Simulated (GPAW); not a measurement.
# Sn (I4_1/amd) in GPAW: notebook

Aim: see how the results for Sn move with the level of theory and the settings. Levels: mBEEF, PBE+D3(BJ), LDA. Tasks: relaxation of cell and atoms.

All numbers are computed with GPAW 26.7.0; they aren't measurements. Logs are shortened: lines on timing, memory, paths and dates and some standing lists are left out, and cuts for length are marked. The log counts tension as positive stress, the text compression.

**1. The crystal as given**

It takes space group I4_1/amd (No. 141, tetragonal). The conventional cell has a = 5.880 Å, b = 5.880 Å, c = 3.199 Å, α = 90.00°, β = 90.00°, γ = 90.00°. Sn (site symmetry -4m2) has 6 Sn at 3.05 to 3.20 Å as nearest neighbours.

**2. Relaxation of cell and atoms, mBEEF, target pressure -2 GPa, at which the enthalpy is minimised**

Contents of run.py:

```python
from ase.filters import FrechetCellFilter
from ase.io import read, write
from ase.optimize import FIRE
from ase.units import GPa
from gpaw import GPAW, PW

atoms = read('POSCAR')

calc = GPAW(mode=PW(600),
            xc='mBEEF',
            kpts={'size': (7, 7, 7), 'gamma': True},
            occupations={'name': 'fermi-dirac', 'width': 0.05},
            nbands=24,
            convergence={'density': 1e-06, 'energy': 1e-06, 'eigenstates': 1e-10},
            maxiter=150,
            txt='gpaw.txt')
atoms.calc = calc
opt = FIRE(FrechetCellFilter(atoms, scalar_pressure=-2 * GPa), trajectory='relax.traj', logfile='-')
done = opt.run(fmax=0.05, steps=100)
calc.write('gs.gpw')
write('result.traj', atoms)
print('Converged:', done)
print('Cell:', atoms.cell.cellpar().round(4))
print('Volume:', round(atoms.get_volume(), 4))
print(atoms.get_scaled_positions().round(5))
```

Contents of POSCAR:

```
Sn
1.0
   -2.9401404553      2.9401404553      1.5993019889
    2.9401404553     -2.9401404553      1.5993019889
    2.9401404553      2.9401404553     -1.5993019889
Sn
2
Direct
    0.0000000000      0.0000000000      0.0000000000
    0.7500000000      0.2500000000      0.5000000000
```

Potentials or basis: GPAW PAW data sets (gpaw-data 1.2.1), pw.

Command:

```sh
$ OMP_NUM_THREADS=1 python run.py
```

gpaw.txt:

```text
__  _  _
 | _ |_)|_||  |
 |__||  | ||/\| - 26.7.0

Input parameters:
  mode=PW(ecut=600.0),
  convergence={'density': 1e-06, 'energy': 1e-06, 'eigenstates': 1e-10},
  kpts=MonkhorstPack(size=(7, 7, 7), gamma=True),
  maxiter=150,
  nbands=24,
  occupations=Occupations(name='fermi-dirac', width=0.05),
  xc=XC(name='mBEEF')

Diagonalizing LCAO Hamiltonian
Converting LCAO to pw mode

         Sn

       Sn

Atoms  # Å, Bohr magnetons
|   | symbol |        x |        y |        z |    initial magnetic moments |
|---|--------|----------|----------|----------|-----------------------------|
| 0 |     Sn | 0.000000 | 0.000000 | 0.000000 | ( 0.0000,  0.0000,  0.0000) |
| 1 |     Sn | 0.000000 | 2.940140 | 0.799651 | ( 0.0000,  0.0000,  0.0000) |

Unit cell  # Å
| periodic |         x |         y |         z |  lengths |     angles |
|----------|-----------|-----------|-----------|----------|------------|
|      yes | -2.940140 |  2.940140 |  1.599302 | 4.454954 |  97.404686 |
|      yes |  2.940140 | -2.940140 |  1.599302 | 4.454954 |  97.404686 |
|      yes |  2.940140 |  2.940140 | -1.599302 | 4.454954 | 137.923144 |

Number of symmetries: 8
Symmetry operations  # r_c * U_cc + t_c -> r_c
|   | kind |            matrix            |
|---|------|------------------------------|
| 0 |  σ   |  1, 1, 1,  0, 0,-1,  0,-1, 0 |
| 1 |  E   |  1, 0, 0,  0, 1, 0,  0, 0, 1 |
| 2 |  C2  |  0, 1, 0,  1, 0, 0, -1,-1,-1 |
| 3 |  S4  |  0, 0, 1, -1,-1,-1,  0, 1, 0 |
| 4 |  σ   |  0, 0,-1,  1, 1, 1, -1, 0, 0 |
| 5 |  C2  |  0,-1, 0, -1, 0, 0,  0, 0,-1 |
| 6 |  C2  | -1, 0, 0,  0,-1, 0,  1, 1, 1 |
| 7 |  S4  | -1,-1,-1,  0, 0, 1,  1, 0, 0 |
[... 108 lines left out ...]
SCF iterations
|iter     | |      energy | eigst |  dens |
|---------|-|-------------|-------|-------|
|iter:   1| | -297.500991 | +0.04 |       |
|iter:   2| | -285.609241 | -0.28 | -1.57 |
|iter:   3| | -285.640759 | -2.39 | -1.66 |
|iter:   4| | -285.605012 | -2.24 | -1.71 |
|iter:   5| | -285.609095 | -3.32 | -2.20 |
|iter:   6| | -285.606995 | -4.48 | -2.40 |
|iter:   7| | -285.604177 | -4.80 | -2.51 |
|iter:   8| | -285.603426 | -5.56 | -2.66 |
|iter:   9| | -285.602355 | -5.22 | -2.73 |
|iter:  10| | -285.601840 | -5.26 | -2.93 |
|iter:  11| | -285.601728 | -5.67 | -3.28 |
|iter:  12| | -285.601716 | -6.36 | -3.77 |
|iter:  13| | -285.601716c| -8.04 | -5.04 |
|iter:  14| | -285.601716c| -9.35 | -5.46 |
|iter:  15| | -285.601716c|-10.33c| -5.88 |
|iter:  16| | -285.601716c|-10.94c| -6.72c|

Converged in 16 steps
Energy contributions relative to reference atoms: (reference = -336021.386614)

Energy contributions:
  Kinetic:          52.071874
  Coulomb:         -48.443330
  Zero:             -0.177109
  External:          0.000000
  Xc:             -289.048465
  Entropy:          -0.009374
  Spinorbit:         0.000000
  ----------------------------
  Free energy:    -285.606403
  Extrapolated:   -285.601716

dipole moment: (-16.310100, -3.394530, -5.359209)  # |e|*Ang
[... 26 lines left out ...]
No gap
No difference between direct/indirect transitions

Stress tensor  # eV/Ang^3
|         x |        y |         z |
|-----------|----------|-----------|
|  0.008431 | 0.000000 | -0.000000 |
|  0.000000 | 0.008431 |  0.000000 |
| -0.000000 | 0.000000 |  0.006538 |

Forces  # eV/Ang
|        x |       y |       z |
|----------|---------|---------|
|  0.00000 | 0.00000 | 0.00000 |  # Sn   0
| -0.00000 | 0.00000 | 0.00000 |  # Sn   1

Interpolating wave functions to new cell

         Sn

       Sn

Atoms  # Å, Bohr magnetons
|   | symbol |         x |         y |        z |    initial magnetic moments |
|---|--------|-----------|-----------|----------|-----------------------------|
| 0 |     Sn |  0.000000 | -0.000000 | 0.000000 | ( 0.0000,  0.0000,  0.0000) |
| 1 |     Sn | -0.000000 |  2.941788 | 0.800309 | ( 0.0000,  0.0000,  0.0000) |

Unit cell  # Å
| periodic |         x |         y |         z |  lengths |     angles |
|----------|-----------|-----------|-----------|----------|------------|
|      yes | -2.941788 |  2.941788 |  1.600617 | 4.457601 |  97.408082 |
|      yes |  2.941788 | -2.941788 |  1.600617 | 4.457601 |  97.408082 |
|      yes |  2.941788 |  2.941788 | -1.600617 | 4.457601 | 137.913095 |

Number of symmetries: 8
Symmetry operations  # r_c * U_cc + t_c -> r_c
|   | kind |            matrix            |
|---|------|------------------------------|
| 0 |  σ   |  1, 1, 1,  0, 0,-1,  0,-1, 0 |
| 1 |  E   |  1, 0, 0,  0, 1, 0,  0, 0, 1 |
| 2 |  C2  |  0, 1, 0,  1, 0, 0, -1,-1,-1 |
| 3 |  S4  |  0, 0, 1, -1,-1,-1,  0, 1, 0 |
| 4 |  σ   |  0, 0,-1,  1, 1, 1, -1, 0, 0 |
| 5 |  C2  |  0,-1, 0, -1, 0, 0,  0, 0,-1 |
| 6 |  C2  | -1, 0, 0,  0,-1, 0,  1, 1, 1 |
| 7 |  S4  | -1,-1,-1,  0, 0, 1,  1, 0, 0 |
[... 108 lines left out ...]
SCF iterations
|iter     | |      energy | eigst |  dens |
|---------|-|-------------|-------|-------|
|iter:   1| | -302.526648 | -0.41 |       |
[... 54 lines left out ...]
| -0.000000 | -0.000000 |  0.007172 |

Forces  # eV/Ang
|       x |       y |        z |
|---------|---------|----------|
| 0.00000 | 0.00000 | -0.00000 |  # Sn   0
| 0.00000 | 0.00000 |  0.00000 |  # Sn   1

Interpolating wave functions to new cell

         Sn

       Sn

Atoms  # Å, Bohr magnetons
|   | symbol |        x |         y |         z |    initial magnetic moments |
|---|--------|----------|-----------|-----------|-----------------------------|
| 0 |     Sn | 0.000000 | -0.000000 | -0.000000 | ( 0.0000,  0.0000,  0.0000) |
| 1 |     Sn | 0.000000 |  2.944861 |  0.801557 | ( 0.0000,  0.0000,  0.0000) |

Unit cell  # Å
| periodic |         x |         y |         z |  lengths |     angles |
|----------|-----------|-----------|-----------|----------|------------|
|      yes | -2.944861 |  2.944861 |  1.603114 | 4.462554 |  97.414767 |
|      yes |  2.944861 | -2.944861 |  1.603114 | 4.462554 |  97.414767 |
|      yes |  2.944861 |  2.944861 | -1.603114 | 4.462554 | 137.893318 |

Number of symmetries: 8
Symmetry operations  # r_c * U_cc + t_c -> r_c
|   | kind |            matrix            |
|---|------|------------------------------|
| 0 |  σ   |  1, 1, 1,  0, 0,-1,  0,-1, 0 |
| 1 |  E   |  1, 0, 0,  0, 1, 0,  0, 0, 1 |
| 2 |  C2  |  0, 1, 0,  1, 0, 0, -1,-1,-1 |
| 3 |  S4  |  0, 0, 1, -1,-1,-1,  0, 1, 0 |
| 4 |  σ   |  0, 0,-1,  1, 1, 1, -1, 0, 0 |
| 5 |  C2  |  0,-1, 0, -1, 0, 0,  0, 0,-1 |
| 6 |  C2  | -1, 0, 0,  0,-1, 0,  1, 1, 1 |
| 7 |  S4  | -1,-1,-1,  0, 0, 1,  1, 0, 0 |
[... 151 lines left out ...]
|          6 |       -15.747 |     2.000 |
|          7 |       -15.747 |     2.000 |
|          8 |       -15.673 |     2.000 |
|          9 |       -15.583 |     2.000 |
|         10 |        -4.862 |     2.000 |
|         11 |         2.654 |     2.000 |
[... 8 lines left out ...]
|         20 |        17.253 |     0.000 |
|         21 |        17.836 |     0.000 |
|        ... |               |           |
|         23 |        18.289 |     0.000 |

No gap
No difference between direct/indirect transitions

Stress tensor  # eV/Ang^3
|        x |         y |         z |
|----------|-----------|-----------|
| 0.010006 |  0.000000 |  0.000000 |
| 0.000000 |  0.010006 | -0.000000 |
| 0.000000 | -0.000000 |  0.008349 |

Forces  # eV/Ang
|        x |       y |        z |
|----------|---------|----------|
| -0.00000 | 0.00000 |  0.00000 |  # Sn   0
|  0.00000 | 0.00000 | -0.00000 |  # Sn   1

Interpolating wave functions to new cell

         Sn

       Sn

Atoms  # Å, Bohr magnetons
|   | symbol |         x |        y |         z |    initial magnetic moments |
|---|--------|-----------|----------|-----------|-----------------------------|
| 0 |     Sn |  0.000000 | 0.000000 | -0.000000 | ( 0.0000,  0.0000,  0.0000) |
| 1 |     Sn | -0.000000 | 2.948934 |  0.803276 | ( 0.0000,  0.0000,  0.0000) |

Unit cell  # Å
| periodic |         x |         y |         z |  lengths |     angles |
|----------|-----------|-----------|-----------|----------|------------|
|      yes | -2.948934 |  2.948934 |  1.606551 | 4.469164 |  97.424638 |
|      yes |  2.948934 | -2.948934 |  1.606551 | 4.469164 |  97.424638 |
|      yes |  2.948934 |  2.948934 | -1.606551 | 4.469164 | 137.864129 |

Number of symmetries: 8
Symmetry operations  # r_c * U_cc + t_c -> r_c
|   | kind |            matrix            |
|---|------|------------------------------|
| 0 |  σ   |  1, 1, 1,  0, 0,-1,  0,-1, 0 |
| 1 |  E   |  1, 0, 0,  0, 1, 0,  0, 0, 1 |
| 2 |  C2  |  0, 1, 0,  1, 0, 0, -1,-1,-1 |
| 3 |  S4  |  0, 0, 1, -1,-1,-1,  0, 1, 0 |
| 4 |  σ   |  0, 0,-1,  1, 1, 1, -1, 0, 0 |
| 5 |  C2  |  0,-1, 0, -1, 0, 0,  0, 0,-1 |
| 6 |  C2  | -1, 0, 0,  0,-1, 0,  1, 1, 1 |
| 7 |  S4  | -1,-1,-1,  0, 0, 1,  1, 0, 0 |
[... 170 lines left out ...]
No gap
No difference between direct/indirect transitions

Stress tensor  # eV/Ang^3
|         x |        y |         z |
|-----------|----------|-----------|
|  0.011348 | 0.000000 | -0.000000 |
|  0.000000 | 0.011348 |  0.000000 |
| -0.000000 | 0.000000 |  0.009895 |

Forces  # eV/Ang
|       x |       y |        z |
|---------|---------|----------|
| 0.00000 | 0.00000 | -0.00000 |  # Sn   0
| 0.00000 | 0.00000 | -0.00000 |  # Sn   1

Interpolating wave functions to new cell

         Sn

       Sn

Atoms  # Å, Bohr magnetons
|   | symbol |         x |        y |         z |    initial magnetic moments |
|---|--------|-----------|----------|-----------|-----------------------------|
| 0 |     Sn |  0.000000 | 0.000000 | -0.000000 | ( 0.0000,  0.0000,  0.0000) |
| 1 |     Sn | -0.000000 | 2.953392 |  0.805315 | ( 0.0000,  0.0000,  0.0000) |

Unit cell  # Å
| periodic |         x |         y |         z |  lengths |     angles |
|----------|-----------|-----------|-----------|----------|------------|
|      yes | -2.953392 |  2.953392 |  1.610630 | 4.476514 |  97.437975 |
|      yes |  2.953392 | -2.953392 |  1.610630 | 4.476514 |  97.437975 |
|      yes |  2.953392 |  2.953392 | -1.610630 | 4.476514 | 137.824720 |

Number of symmetries: 8
Symmetry operations  # r_c * U_cc + t_c -> r_c
|   | kind |            matrix            |
|---|------|------------------------------|
| 0 |  σ   |  1, 1, 1,  0, 0,-1,  0,-1, 0 |
| 1 |  E   |  1, 0, 0,  0, 1, 0,  0, 0, 1 |
| 2 |  C2  |  0, 1, 0,  1, 0, 0, -1,-1,-1 |
| 3 |  S4  |  0, 0, 1, -1,-1,-1,  0, 1, 0 |
| 4 |  σ   |  0, 0,-1,  1, 1, 1, -1, 0, 0 |
| 5 |  C2  |  0,-1, 0, -1, 0, 0,  0, 0,-1 |
| 6 |  C2  | -1, 0, 0,  0,-1, 0,  1, 1, 1 |
| 7 |  S4  | -1,-1,-1,  0, 0, 1,  1, 0, 0 |
[... 170 lines left out ...]
No gap
No difference between direct/indirect transitions

Stress tensor  # eV/Ang^3
|         x |        y |         z |
|-----------|----------|-----------|
|  0.012821 | 0.000000 | -0.000000 |
|  0.000000 | 0.012821 |  0.000000 |
| -0.000000 | 0.000000 |  0.011623 |

Forces  # eV/Ang
|        x |        y |       z |
|----------|----------|---------|
|  0.00000 |  0.00000 | 0.00000 |  # Sn   0
| -0.00000 | -0.00000 | 0.00000 |  # Sn   1

# Writing to gs.gpw (mode='')
```

Wall time 21 min (1 thread of Arm Neoverse V1, shared host); peak memory 0.6 GiB.

Results:

```yaml
Free_energy: -285.5976 eV
Relaxed_volume: 28.10 Å³/atom
Relaxed_cell: a = 4.477 Å, b = 4.477 Å, c = 4.477 Å, α = 97.44°, β = 97.44°, γ = 137.82°
Space_group_after_relaxing_to_0.05_Å: I4_1/amd (No. 141)
Energy_change_on_relaxing_the_enthalpy_is_what_falls: +4.5 meV/atom
Ionic_steps: 5
Pressure_after_relaxing: -2.0 GPa
Band_gap_on_the_k_mesh: none (metal or under the smearing width)
```

Stress tensor (GPa, compression positive):
```
-2.05  0.00  0.00
 0.00 -2.05  0.00
 0.00  0.00 -1.86
```

Step by step:
| step | energy change (eV) | largest force (eV/Å) | pressure (GPa) | volume (Å³) |
| --- | --- | --- | --- | --- |
| 1 | 0.0000 | 0.0000 | -1.25 | 55.30 |
| 2 | 0.0008 | 0.0000 | -1.34 | 55.41 |
| 3 | 0.0026 | 0.0000 | -1.51 | 55.61 |
| 4 | 0.0053 | 0.0000 | -1.74 | 55.88 |
| 5 | 0.0089 | 0.0000 | -1.99 | 56.20 |

Final structure:
```yaml
crystal:
  lattice:
    - [-2.95339, 2.95339, 1.61063]
    - [2.95339, -2.95339, 1.61063]
    - [2.95339, 2.95339, -1.61063]
  atoms:
    - { symbol: Sn, position: [0.00000, 0.00000, 0.00000] }
    - { symbol: Sn, position: [0.75000, 0.25000, 0.50000] }
```

Caveat: later steps reuse the first step's grids; the PAW data sets were made with another functional, which shifts forces and pressure a little.

**3. Relaxation of cell and atoms, PBE+D3(BJ)**

Contents of run.py:

```python
from ase.calculators.mixing import SumCalculator
from ase.filters import FrechetCellFilter
from ase.io import read, write
from ase.optimize import BFGS
from dftd3.ase import DFTD3
from gpaw import GPAW, PW

atoms = read('Sn.cif')

calc = GPAW(mode=PW(600),
            xc='PBE',
            kpts={'size': (7, 7, 7), 'gamma': True},
            occupations={'name': 'fermi-dirac', 'width': 0.05},
            nbands=24,
            convergence={'density': 1e-05, 'energy': 1e-05},
            maxiter=150,
            txt='gpaw.txt')
atoms.calc = SumCalculator([calc, DFTD3(method='pbe', damping='d3bj')])
opt = BFGS(FrechetCellFilter(atoms), trajectory='relax.traj', logfile='-')
done = opt.run(fmax=0.02, steps=60)
calc.write('gs.gpw')
write('result.traj', atoms)
print('Converged:', done)
print('Cell:', atoms.cell.cellpar().round(4))
print('Volume:', round(atoms.get_volume(), 4))
print(atoms.get_scaled_positions().round(5))
```

Contents of Sn.cif:

```cif
data_Sn
_cell_length_a 4.45495439
_cell_length_b 4.45495439
_cell_length_c 4.45495439
_cell_angle_alpha 97.40468633
_cell_angle_beta 97.40468633
_cell_angle_gamma 137.92314353
_space_group_name_H-M_alt 'P1'
_space_group_name_Hall 'P 1'
_space_group_IT_number 1
loop_
_space_group_symop_operation_xyz
'x,y,z'
loop_
_atom_site_label
_atom_site_type_symbol
_atom_site_symmetry_multiplicity
_atom_site_Wyckoff_symbol
_atom_site_fract_x
_atom_site_fract_y
_atom_site_fract_z
_atom_site_occupancy
Sn1 Sn 1 a 0.0000000000 0.0000000000 0.0000000000 1
Sn2 Sn 1 a 0.7500000000 0.2500000000 0.5000000000 1
```

Potentials or basis: GPAW PAW data sets (gpaw-data 1.2.1), pw.

Command:

```sh
$ OMP_NUM_THREADS=1 python run.py
```

It took 2.7 min on 1 thread of Arm Neoverse V1, shared host; peak memory 0.23 GiB.

The run converged. Its results:

| Property | Result |
| --- | --- |
| Free energy | -8.8323 eV |
| Relaxed volume | 27.01 Å³/atom |
| Relaxed cell | a = 4.411 Å, b = 4.411 Å, c = 4.411 Å, α = 97.54°, β = 97.54°, γ = 137.53° |
| Space group after relaxing (to 0.05 Å) | I4_1/amd (No. 141) |
| Energy gained by relaxing | 3.0 meV/atom |
| Ionic steps | 6 |
| Pressure after relaxing | -0.1 GPa |
| Band gap on the k mesh | none (metal or under the smearing width) |
| Dispersion energy per atom | -0.391 eV |

Step by step:
```
step  energy change (eV)  largest force (eV/Å)  pressure (GPa)  volume (Å³)
   1              0.0000                0.0000           -1.26        55.30
   2             -0.0019                0.0000           -1.03        55.04
   3             -0.0057                0.0000            0.08        53.88
   4             -0.0058                0.0000            0.04        53.92
   5             -0.0059                0.0000           -0.06        54.03
   6             -0.0060                0.0000           -0.06        54.03
```

Final structure:
```
CELL_PARAMETERS angstrom
4.41139 0.01514 0.00000
-3.26419 2.96743 0.00000
-0.57360 -1.49128 4.11189
ATOMIC_POSITIONS crystal
Sn 0.00000 0.00000 0.00000
Sn 0.75000 0.25000 0.50000
```

Levels at points of the mesh, in eV from the Fermi level:
| k point | band 10 | band 11 | band 12 | band 13 | band 14 | band 15 | band 16 | band 17 | band 18 | band 19 |
| --- | --- | --- | --- | --- | --- | --- | --- | --- | --- | --- |
| (0.00, 0.00, 0.00) | -21.11 | -11.10 | -3.46 | -1.92 | -1.92 | 3.05 | 6.36 | 6.36 | 6.78 | 6.88 |

Caveat: later steps reuse the first step's grids; pairwise dispersion overbinds metals, which lowers pressure and volume.

**4. Relaxation of cell and atoms, LDA**

Contents of run.py:

```python
from ase.filters import FrechetCellFilter
from ase.io import read, write
from ase.optimize import BFGS
from gpaw import GPAW, PW

atoms = read('Sn.cif')

calc = GPAW(mode=PW(600),
            xc='LDA',
            kpts={'size': (7, 7, 7), 'gamma': True},
            occupations={'name': 'fermi-dirac', 'width': 0.05},
            nbands=24,
            convergence={'density': 1e-06, 'energy': 1e-06, 'eigenstates': 1e-10},
            maxiter=150,
            txt='gpaw.txt')
atoms.calc = calc
opt = BFGS(FrechetCellFilter(atoms), trajectory='relax.traj', logfile='-')
done = opt.run(fmax=0.02, steps=40)
calc.write('gs.gpw')
write('result.traj', atoms)
print('Converged:', done)
print('Cell:', atoms.cell.cellpar().round(4))
print('Volume:', round(atoms.get_volume(), 4))
print(atoms.get_scaled_positions().round(5))
```

Sn.cif is that of step 3.

Potentials or basis: the program's PAW data sets (release 1.2.1) made for this functional, pw.

Command:

```sh
$ OMP_NUM_THREADS=1 python run.py
```

It took 3.1 min on 1 thread of Arm Neoverse V1, shared host; peak memory 0.22 GiB.

The run converged. Its results:

| Item | Value |
| --- | --- |
| Free energy | -9.4861 eV |
| Relaxed volume | 25.96 Å³/atom |
| Relaxed cell | a = 4.351 Å, b = 4.351 Å, c = 4.351 Å, α = 97.57°, β = 97.57°, γ = 137.43° |
| Space group after relaxing (to 0.05 Å) | I4_1/amd (No. 141) |
| Energy gained by relaxing | 18.7 meV/atom |
| Ionic steps | 6 |
| Pressure after relaxing | 0.0 GPa |
| Band gap on the k mesh | none (metal or under the smearing width) |

The path:
| step | energy change (eV) | largest force (eV/Å) | pressure (GPa) | volume (Å³) |
| --- | --- | --- | --- | --- |
| 1 | 0.0000 | 0.0000 | -3.27 | 55.30 |
| 2 | -0.0124 | 0.0000 | -2.72 | 54.64 |
| 3 | -0.0367 | 0.0000 | 0.30 | 51.66 |
| 4 | -0.0369 | 0.0000 | 0.00 | 51.92 |
| 5 | -0.0370 | 0.0000 | 0.00 | 51.92 |
| 6 | -0.0374 | 0.0000 | 0.00 | 51.93 |

Final structure:
```cif
data_structure
_symmetry_space_group_name_H-M 'P 1'
_symmetry_Int_Tables_number 1
_cell_length_a 4.3513
_cell_length_b 4.3513
_cell_length_c 4.3513
_cell_angle_alpha 97.571
_cell_angle_beta 97.571
_cell_angle_gamma 137.434
_cell_volume 51.93
loop_
_atom_site_label
_atom_site_type_symbol
_atom_site_fract_x
_atom_site_fract_y
_atom_site_fract_z
_atom_site_occupancy
Sn1 Sn 0.00000 0.00000 0.00000 1
Sn2 Sn 0.75000 0.25000 0.50000 1
```

Levels at points of the mesh, in eV from the Fermi level:
```tsv
k point	band 12	band 13	band 14	band 15	band 16	band 17
(0.00, 0.00, 0.00)	-3.45	-2.00	-2.00	3.12	6.52	6.52
```

Caveat: later steps reuse the first step's grids.

**5. Summary**

| level | potentials or basis | cell | optimizer | fmax | max steps | target pressure | gap on the mesh (eV) | pressure (GPa) | relaxed volume (Å³/atom) |
| --- | --- | --- | --- | --- | --- | --- | --- | --- | --- |
| mBEEF | GPAW PAW data sets (gpaw-data 1.2.1), pw | relaxed to -2 GPa | FIRE | 0.05 eV/Å | 100 | -2 GPa | none | -2.0 | - |
| PBE+D3(BJ) | GPAW PAW data sets (gpaw-data 1.2.1), pw | relaxed | BFGS | 0.02 eV/Å | 60 | - | none | -0.1 | 27.01 |
| LDA | the program's PAW data sets (release 1.2.1) made for this functional, pw | relaxed | BFGS | 0.02 eV/Å | 40 | - | none | 0.0 | 25.96 |

Alike in all rows: task relaxation of cell and atoms; no spin polarisation; k mesh 7 × 7 × 7; cutoff (eV) 600; smearing fermi-dirac 0.05 eV.

Caveats: later steps reuse the first step's grids; the PAW data sets were made with another functional, which shifts forces and pressure a little (some runs); pairwise dispersion overbinds metals, which lowers pressure and volume (some runs).

Absolute energies hang on the potentials; compare differences alone.
